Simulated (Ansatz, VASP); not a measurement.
Two plane-wave programs on F

INCAR

```
PREC = Accurate
ENCUT = 520
EDIFF = 1E-6
ISMEAR = 0
SIGMA = 0.05
LREAL = F
LASPH = T
NELM = 100
ALGO = Normal
ISIF = 2
LWAVE = F
LCHARG = T
GGA = PS
LELF = T
LVHAR = T
NBANDS = 22
```

KPOINTS

```
Automatic mesh
0
Gamma
  4 4 2
```

The input POSCAR:

```
F
1.0
    2.9801222909     -1.7127784174     -0.2298527401
    2.9801222909      1.7127784174     -0.2298527401
   -2.2408243099      0.0000000000      6.8592084052
F
4
Direct
    0.0848459664      0.0848459664      0.1099880702
    0.9151540336      0.9151540336      0.8900119298
    0.5015719855      0.5015719855      0.5937195244
    0.4984280145      0.4984280145      0.4062804756
```

Input for Ansatz:

```yaml
crystal:
  lattice:
    - [2.9801222909, -1.7127784174, -0.2298527401]
    - [2.9801222909, 1.7127784174, -0.2298527401]
    - [-2.2408243099, 0.0, 6.8592084052]
  atoms:
    - { symbol: F, position: [0.0848459664, 0.0848459664, 0.1099880702] }
    - { symbol: F, position: [0.9151540336, 0.9151540336, 0.8900119298] }
    - { symbol: F, position: [0.5015719855, 0.5015719855, 0.5937195244] }
    - { symbol: F, position: [0.4984280145, 0.4984280145, 0.4062804756] }
basis:
  ecutwfc: 520.0
kpoints:
  mp_grid: { grid: [4, 4, 2] }
hamiltonian:
  xc: pbesol
scf:
  occupations: { method: gaussian, width: 0.05 }
output:
  forces: true
  stress: true
  eigenvalues: true
```

Alike in both runs: task single point; functional PBEsol; k mesh 4 × 4 × 2; occupations gaussian, width 0.05 eV; no spin polarisation.

|  | VASP | Ansatz |
| --- | --- | --- |
| version | VASP 6.6.1 | Ansatz 0.2.0 |
| potentials or method | VASP PAW PBE potentials, release 64 (F) | scalar-relativistic, plane waves, PAW |
| plane-wave cutoff (eV) | 520 | 520 |
| valence electrons in the cell | 28 | 28 |

|  | VASP | Ansatz | Ansatz less VASP |
| --- | --- | --- | --- |
| gap on the k mesh at the Fermi level (eV) | 1.89 | 1.93 | +0.041 |
| least direct gap on the mesh (eV) | 1.99 | 2.03 | +0.043 |
| pressure (GPa) | -0.4 | -0.7 | -0.31 |
| largest component of the traceless stress (GPa) | 5.63 | 5.33 | -0.295 |
| rms of the force components (eV/Å) | 1.596 | 1.492 | -0.1043 |

Atom by atom the forces differ by 0.254 eV/Å (rms over components).

Caveats: the k mesh is coarse (spacing up to 0.54 Å⁻¹), so the values aren't converged; the PAW data sets were made with another functional, which shifts forces and pressure a little (VASP). A k mesh can miss the band edges.
